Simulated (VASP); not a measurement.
HfO2:

```xyz
12
Lattice="5.5564 0.0000 0.0000 0.0000 3.3336 0.0000 0.0000 0.0000 6.5050" Properties=species:S:1:pos:R:3 pbc="T T T"
Hf    4.1600    2.5002    3.9542
Hf    1.3964    0.8334    2.5508
Hf    1.3818    2.5002    5.8033
Hf    4.1746    0.8334    0.7017
O     3.5533    0.8334    2.7542
O     2.0031    2.5002    3.7508
O     0.7751    0.8334    0.4983
O     4.7813    2.5002    6.0067
O     2.8937    0.8334    5.4736
O     2.6627    2.5002    1.0313
O     0.1155    0.8334    4.2838
O     5.4409    2.5002    2.2212
```

Measurements of this composition are mostly on another form, of space group No. 14.

| Quantity | Value |
| --- | --- |
| Program | VASP 6.6.1 |
| Task | relaxation of cell and atoms |
| Functional | PBE |
| Potentials or basis | VASP PAW PBE potentials, release 64 (Hf_pv, O) |
| Cutoff | 600 eV |
| k mesh | 4 × 6 × 3 |
| Occupations | fermi-dirac, width 0.05 eV |
| Spin | no spin polarisation |
| Hubbard terms | Hf d U = 2 eV |

At the start: pressure 5.9 GPa; volume 10.04 Å³/atom.

Task: Where does the relaxation end?

Result: Over 9 steps the energy falls by 4.1 meV/atom and the volume is 10.26 Å³/atom (+2.2 %); space group Pnma (No. 62, to 0.05 Å).

Step by step:
| step | energy change (eV) | largest force (eV/Å) | pressure (GPa) | volume (Å³) |
| --- | --- | --- | --- | --- |
| 1 | 0.0000 | 0.1817 | 5.93 | 120.49 |
| 2 | 0.0628 | 0.2495 | -8.22 | 127.09 |
| 3 | -0.0480 | 0.0671 | -0.41 | 123.06 |
| 4 | -0.0478 | 0.0617 | 0.29 | 122.90 |
| 5 | -0.0479 | 0.0650 | 0.16 | 122.97 |
| 6 | -0.0487 | 0.0211 | 0.14 | 123.00 |
| 7 | -0.0487 | 0.0202 | 0.15 | 123.01 |
| 8 | -0.0487 | 0.0202 | 0.14 | 123.01 |
| 9 | -0.0489 | 0.0172 | -0.18 | 123.17 |

Final structure:
```
Hf O
1.0
     5.59999    0.00000    0.00000
     0.00000    3.35382    0.00000
     0.00000    0.00000    6.55811
Hf O
4 8
Cartesian
  4.1959 2.5154 3.9846
  1.4041 0.8385 2.5735
  1.3959 2.5154 5.8526
  4.2041 0.8385 0.7055
  3.5831 0.8385 2.7782
  2.0169 2.5154 3.7799
  0.7831 0.8385 0.5009
  4.8169 2.5154 6.0572
  2.9142 0.8385 5.5145
  2.6858 2.5154 1.0436
  0.1142 0.8385 4.3227
  5.4858 2.5154 2.2354
```
